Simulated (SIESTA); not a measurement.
# PbSe (Clausthalite): equation of state with PBE

PbSe (Clausthalite):

```
CELL_PARAMETERS angstrom
0.00000 3.06065 3.06065
3.06065 0.00000 3.06065
3.06065 3.06065 0.00000
ATOMIC_POSITIONS crystal
Pb 0.00000 0.00000 0.00000
Se 0.50000 0.50000 0.50000
```

```
Program             : SIESTA 5.4.2
Task                : equation of state
Functional          : PBE
Potentials or basis : PseudoDojo 0.4 standard (PBE files)
Basis               : SZ (energy shift 0.002 Ry)
Grid cutoff         : 500 Ry
Energy shift        : 0.002 Ry
k mesh              : 8 × 8 × 8
Occupations         : fermi-dirac, width 0.05 eV
Spin                : no spin polarisation
```

- Equilibrium volume: 31.79 Å³/atom (rough: see the caveat)
- Bulk modulus: 52 GPa (rough)

Energy against volume, from the lowest point:
| volume (Å³/atom) | energy (meV/atom) |
| --- | --- |
| 26.951 | 149.05 |
| 27.524 | 109.16 |
| 28.097 | 75.91 |
| 28.671 | 48.95 |
| 29.244 | 27.44 |
| 29.818 | 11.93 |
| 30.391 | 0.00 |

All runs of the series together: 46 s on 1 thread of Arm Neoverse V2, with other jobs on the host.

Caveat: the basis has no polarisation orbitals; the minimum lies outside the volumes run; the basis of atomic orbitals isn't converged, which shifts pressures, moduli and gaps. The run has no spin-orbit coupling, so splittings on Pb are missing.
